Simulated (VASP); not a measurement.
# GaSb: single point with r2SCAN

**What was measured.**

From a printed reference work, data compilation, for a bulk crystal of GaSb at 4.2 K: band gap 0.811 eV (direct).

The system is GaSb.

```xyz
2
Lattice="0.0000 3.0590 3.0590 3.0590 0.0000 3.0590 3.0590 3.0590 0.0000" Properties=species:S:1:pos:R:3 pbc="T T T"
Ga    0.0000    0.0000    0.0000
Sb    1.5295    1.5295    1.5295
```

```json
{
  "Program": "VASP 6.6.1",
  "Task": "single point",
  "Functional": "r2SCAN",
  "Potentials or basis": "VASP PAW PBE potentials, release 64 (Ga_d, Sb)",
  "Cutoff": "520 eV",
  "k mesh": "6 × 6 × 6",
  "Occupations": "gaussian, width 0.1 eV",
  "Spin": "no spin polarisation",
  "Dipole correction": "no",
  "Further INCAR settings": "ALGO = Normal; EDIFF = 1e-06; NBANDS = 16"
}
```

* Pressure: 0.5 GPa
* Band gap on the k mesh: 0.45 eV

Levels at points of the mesh, in eV from the valence-band top:
```csv
k point,band 5,band 6,band 7,band 8,band 9,band 10,band 11,band 12,band 13,band 14
"(0.00, 0.00, 0.00)",-15.45,-11.93,0.00,0.00,0.00,0.45,2.98,2.98,2.98,6.35
"(0.50, 0.00, 0.00)",-15.45,-10.21,-6.58,-1.21,-1.21,0.68,4.01,4.01,6.92,9.98
"(0.50, 0.50, 0.00)",-15.44,-9.32,-7.05,-2.70,-2.70,1.12,1.48,9.26,9.26,10.79
```

Run time: 57 s on 1 thread of Intel Xeon 8259CL, with other jobs on the host, peak memory 0.18 GiB.

A measured gap of GaSb is 0.811 eV (direct; 4.2 K; a printed reference work, data compilation); the calculated 0.45 eV misses it by -0.36 eV. Spin-orbit coupling on Ga, Sb is left out. The value is that of r2SCAN on a finite k mesh, which can miss the band edges, without temperature or zero-point motion.

Caveat: the PAW data sets were made with another functional, which shifts forces and pressure a little; spin-orbit coupling is left out, which moves the levels of the heavy elements.
